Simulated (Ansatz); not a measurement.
**Ga: from a guess to a relaxed structure**

These are results of DFT PBE, scalar-relativistic, plane waves, PAW (Ansatz 0.2.0), not measurements. Cutoff 420 eV, Gaussian smearing, Γ-centred meshes. Cell and atoms relax first on a coarse mesh and then on a finer one. In between, the cell is made exact in the group found at 0.06 Å. In metals the finer mesh still leaves noise of several meV/atom or more. The steps can't lower the symmetry of their start. No spin polarisation.

The guess for Ga was made by a generator: 5-connected net of one element (P6/mmm, No. 191). Lengths were set from tabulated atomic sizes, so they are only a guess.

```xyz
2
Lattice="4.2805 0.0000 0.0000 -2.1403 3.7070 0.0000 0.0000 0.0000 2.5760" Properties=species:S:1:pos:R:3 pbc="T T T"
Ga    0.0000    2.4714    1.2880
Ga    2.1403    1.2357    1.2880
```

Energies count from the standard state of Ga at the same level.

**Question.** Describe the relaxed structure.

**Answer.** The symmetry stays P6/mmm (No. 191). The volume per atom grows by 16.0 %, from 20.4 to 23.7 Å³. The shortest distance goes from 2.47 Å (Ga–Ga) to 2.57 Å (Ga–Ga). The energy falls by about 0.11 eV/atom (the start's value is from the coarse mesh). Conventional cell: a = 4.449 Å, c = 2.765 Å. Around Ga lie 3 Ga at 2.57 Å and 2 Ga at 2.77 Å.

```cif
data_structure
_symmetry_space_group_name_H-M 'P6/mmm'
_symmetry_Int_Tables_number 191
_cell_length_a 4.4495
_cell_length_b 4.4495
_cell_length_c 2.7652
_cell_angle_alpha 90.000
_cell_angle_beta 90.000
_cell_angle_gamma 120.000
_cell_volume 47.41
loop_
_atom_site_label
_atom_site_type_symbol
_atom_site_symmetry_multiplicity
_atom_site_Wyckoff_symbol
_atom_site_fract_x
_atom_site_fract_y
_atom_site_fract_z
_atom_site_occupancy
Ga1 Ga 2 d 0.33333 0.66667 0.50000 1
```

**Question.** Give its energy and gap.

**Answer.** The energy over the standard state is +0.13 eV/atom. The gap on the 12×12×20 mesh of the 2-atom cell is 0 eV (a metal).

It lies above the standard state, so it could only be metastable.

The last run used Gaussian smearing of 0.10 eV. Symmetry constrained the relaxation, so the result can be a saddle point. In all, the 3 runs took 54 s on 1 thread of Arm Neoverse V1 (shared host).
